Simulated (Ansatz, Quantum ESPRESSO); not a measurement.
# GaP (zinc blende): bulk modulus from a few volumes

How stiff is zinc blende GaP under hydrostatic load? Each row relaxes cell and atoms at a set pressure. The phase is followed to these pressures whether or not it stays the stable one.

Calculated with Quantum ESPRESSO 7.5, PBEsol, GBRV 1.5 ultrasoft potentials, cutoff 680 eV, Fermi–Dirac smearing 0.02 eV, k-mesh 9×9×9, no spin polarisation, no spin-orbit coupling.

Reference cell, relaxed at zero pressure with PBEsol (F-43m): a = 3.8435 Å, b = 3.8435 Å, c = 3.8435 Å, α = 60.00°, β = 60.00°, γ = 60.00°.

```csv
atom,x,y,z
Ga,0.0000,0.0000,0.0000
P,0.7500,0.7500,0.7500
```

```
V (Å³/atom)    V/V0  P (GPa)  E − E0 (meV/atom)
    21.1358  1.0529   −3.918               12.5
    19.0711  0.9501    4.915               15.8
    18.2765  0.9105    9.860               53.0
    17.6197  0.8778   14.845              104.1
    17.0622  0.8500   19.833              165.0
```

V0 = 20.0737 Å³ an atom, where the residual pressure P0 is +0.035 GPa. **Question.** Fit the Birch–Murnaghan law and give the pressure and the energy at V = 16.1496 Å³ an atom, a row left out above.

With the Eulerian strain f = ½[(V0/V)^(2/3) − 1] and F = (P − P0)/[3f(1 + 2f)^(5/2)], the third-order law is the line F = B0 + (3/2) B0 (B′ − 4) f.

| f | F (GPa) |
| --- | --- |
| 0.05723 | 87.95 |
| 0.04541 | 87.48 |
| 0.03226 | 86.82 |
| 0.01737 | 85.96 |
| −0.01689 | 85.00 |

A straight line through the 5 rows: the means are 0.02708 for f and 86.642 for F, Σ(Δx)² = 0.003299 and ΣΔxΔy = 0.1345, so the slope is 0.1345/0.003299 = 40.776 and the intercept 86.642 − (40.776)(0.02708) = 85.538.

Hence B0 = 85.5 GPa and B′ = 4 + (40.8)/(1.5 × 85.5) = 4.32. For the withheld volume f = 0.07803, F = 88.72 GPa and P = 29.88 GPa, an extrapolation past the fitted rows. The run itself gives 29.84 GPa, so the estimate misses by 0.04 GPa, more than the largest misfit of the fitted rows (0.02 GPa).

Integrating the same law gives E − E0 = (9/2) B0 V0 f²[1 + (B′ − 4) f] + P0(V0 − V), with 1 GPa Å³ = 6.2415 meV: 301.7 meV an atom. The run itself gives 306.5 meV, so the estimate misses by 4.8 meV, more than the largest misfit of the fitted rows (3.5 meV).

The same fit over all rows at other levels or in other programs gives B0 = 85 GPa with PBEsol (Ansatz).

[Logs are printed without paths, hosts, clocks, repeated set-up lines and the standing remarks that a program may print on its own settings, such as how far it seeks lower states.]
